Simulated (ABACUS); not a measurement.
# Cr: single point with PBEsol

The system is Cr.

```
CELL_PARAMETERS angstrom
-1.48445 1.48445 1.48445
1.48445 -1.48445 1.48445
1.48445 1.48445 -1.48445
ATOMIC_POSITIONS crystal
Cr 0.00000 0.00000 0.00000
```

| Property | Result |
| --- | --- |
| Program | ABACUS 3.10.1 |
| Task | single point |
| Functional | PBEsol |
| Potentials or basis | SPMS ONCV 1.0 PBE |
| Cutoff | 1293 eV |
| Density cutoff | 5170 eV |
| Basis | plane waves |
| k mesh | 10 × 10 × 10 |
| Occupations | fermi-dirac, width 0.05 eV |
| Spin | collinear spin, ferromagnetic start |
| Starting moments | [3.0] μB |
| Radial cutoff of the potentials (pseudo_rcut) | 10 bohr |
| SCF threshold on the density | 1e-08 |
| Max SCF steps | 100 |
| Eigensolver | dav |
| Mixing | broyden |
| Mixing share | 0.4 |
| Symmetry key | 1 |

```json
{
 "Pressure": "-31.7 GPa",
 "Band gap on the k mesh": "none (metal or under the smearing width)",
 "Net moment": "0.00 μB per cell",
 "Absolute moment": "0.00 μB per cell"
}
```

Levels at points of the mesh, in eV from the Fermi level:
Spin up:
| k point | band 3 | band 4 | band 5 | band 6 | band 7 | band 8 | band 9 | band 10 | band 11 | band 12 |
| --- | --- | --- | --- | --- | --- | --- | --- | --- | --- | --- |
| (0.00, 0.00, 0.00) | -42.88 | -42.88 | -7.65 | -0.81 | -0.81 | -0.81 | 0.93 | 0.93 | 21.21 | 21.21 |
| (0.50, 0.50, 0.00) | -43.09 | -42.89 | -4.02 | -2.14 | 0.64 | 0.92 | 1.21 | 2.44 | 8.43 | 16.00 |
| (0.50, 0.50, 0.50) | -43.32 | -43.32 | -3.76 | -3.76 | 2.10 | 2.10 | 2.10 | 9.28 | 9.28 | 9.28 |
Spin down:
```tsv
k point	band 5	band 6	band 7	band 8	band 9	band 10
(0.00, 0.00, 0.00)	-7.65	-0.80	-0.80	-0.80	0.93	0.93
(0.50, 0.50, 0.00)	-4.02	-2.14	0.64	0.92	1.21	2.44
(0.50, 0.50, 0.50)	-3.76	-3.76	2.10	2.10	2.10	9.28
```

Run time: 6.4 s on 4 MPI ranks on Intel(R) Xeon(R) Platinum 8488C (Sapphire Rapids), with other jobs on the host, peak memory 0.28 GiB a rank.

Caveat: the starting moments collapsed, and a magnetic state may lie lower; a pressure of tens of GPa on the cell as given is suspect, and the run, the potentials or the cell itself is likely at fault; the potentials were made for another functional, which shifts forces and pressure.
